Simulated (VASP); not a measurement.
Set up this calculation in VASP 6.6.1, as the native input.

| Item | Value |
| --- | --- |
| Task | single point |
| Functional | PBE |
| Potentials or basis | VASP PAW PBE potentials, release 64 (Ba_sv, Te) |
| Cutoff | 520 eV |
| k mesh | 6 × 6 × 6 |
| Occupations | gaussian, width 0.01 eV |
| Spin | non-collinear spin, zero start, spin-orbit coupling |
| Starting moments | [[0.0, 0.0, 0.0], [0.0, 0.0, 0.0]] μB |
| Dipole correction | no |
| Further INCAR settings | ALGO = Normal; EDIFF = 1e-06; NBANDS = 28 |

The structure of BaTe lies in POSCAR:

```
BaTe
1.0
    0.0000000000      3.5323868345      3.5323868345
    3.5323868345      0.0000000000      3.5323868345
    3.5323868345      3.5323868345      0.0000000000
Ba Te
1 1
Direct
    0.0000000000      0.0000000000      0.0000000000
    0.5000000000      0.5000000000      0.5000000000
```

The cell was built by a generator and needn't be a form met in nature.

The input as run:

INCAR

```
SYSTEM = BaTe
  ALGO = Normal
  EDIFF = 1E-6
  ENCUT = 520
  GGA = PE
  GGA_COMPAT = .FALSE.
  ISIF = 2
  ISMEAR = 0
  LASPH = .TRUE.
  LCHARG = .FALSE.
  LNONCOLLINEAR = .TRUE.
  LORBIT = 11
  LORBMOM = .TRUE.
  LREAL = .FALSE.
  LSORBIT = .TRUE.
  LWAVE = .FALSE.
  MAGMOM = 0 0 0 0 0 0
  NBANDS = 28
  NELM = 150
  PREC = Accurate
  SIGMA = 0.01
```

KPOINTS

```
k-points
0
G
  6 6 6
  0 0 0
```

Potentials or basis: VASP PAW PBE potentials, release 64 (Ba_sv, Te).

Command:

```console
$ cat potpaw_PBE.64/Ba_sv/POTCAR potpaw_PBE.64/Te/POTCAR > POTCAR
$ mpirun -np 1 vasp_ncl > vasp.out
```

Results of the run:

```json
{
 "Pressure": "0.3 GPa",
 "Net moment": "0.00 μB per cell",
 "Valence electrons inside the program's atomic spheres": "Ba 7.87; Te 3.46"
}
```

It took 54 s on 1 thread of Intel(R) Xeon(R) 6975P-C (Granite Rapids), with other jobs on the host, peak memory 0.5 GiB.
